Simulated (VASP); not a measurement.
A run of VASP 6.6.1 is set up as follows.

File INCAR:

```
PREC = Accurate ; ENCUT = 600
EDIFF = 1E-6 ; ISMEAR = 0
SIGMA = 0.03 ; LREAL = F
LASPH = T ; NELM = 80
ALGO = Normal ; ISIF = 3
LWAVE = F ; LCHARG = F
GGA = CA ; IBRION = 2
NSW = 90 ; EDIFFG = -0.01
KPAR = 2
```

Contents of KPOINTS:

```
regular mesh
0
Gamma
  6 6 10
```

Contents of POSCAR:

```
TiO2
1.0
    4.5922000000      0.0000000000      0.0000000000
    0.0000000000      4.5922000000      0.0000000000
    0.0000000000      0.0000000000      2.9574000000
Ti O
2 4
Direct
    0.0000000000      0.0000000000      0.0000000000
    0.5000000000      0.5000000000      0.5000000000
    0.3049600000      0.3049600000      0.0000000000
    0.1950400000      0.8049600000      0.5000000000
    0.6950400000      0.6950400000      0.0000000000
    0.8049600000      0.1950400000      0.5000000000
```

Potentials or basis: VASP PAW LDA potentials, release 64 (Ti_sv, O).

Run with:

```console
$ cat potpaw_LDA.64/Ti_sv/POTCAR potpaw_LDA.64/O/POTCAR > POTCAR
$ mpirun -np 2 vasp_std > vasp.out
```

Question: Predict the relaxed cell.

Answer: a = 4.552 Å, b = 4.552 Å, c = 2.921 Å, α = 90.00°, β = 90.00°, γ = 90.00°.

Question: Predict the band gap on the k mesh.

Answer: 1.82 eV, direct.

Question: Predict the relaxed volume.

Answer: 10.09 Å³/atom.

Question: Predict the space group after relaxing (to 0.05 Å).

Answer: P4_2/mnm (No. 136).

Final structure:
```xyz
6
Lattice="4.5515 0.0000 0.0000 0.0000 4.5515 0.0000 0.0000 0.0000 2.9215" Properties=species:S:1:pos:R:3 pbc="T T T"
Ti    4.5515    0.0000    0.0000
Ti    2.2758    2.2758    1.4607
O     1.3829    1.3829    0.0000
O     0.8929    3.6586    1.4607
O     3.1687    3.1687    0.0000
O     3.6586    0.8929    1.4607
```

A k mesh can miss the band edges. A hybrid or GW would open this gap; LDA tends to underestimate it.
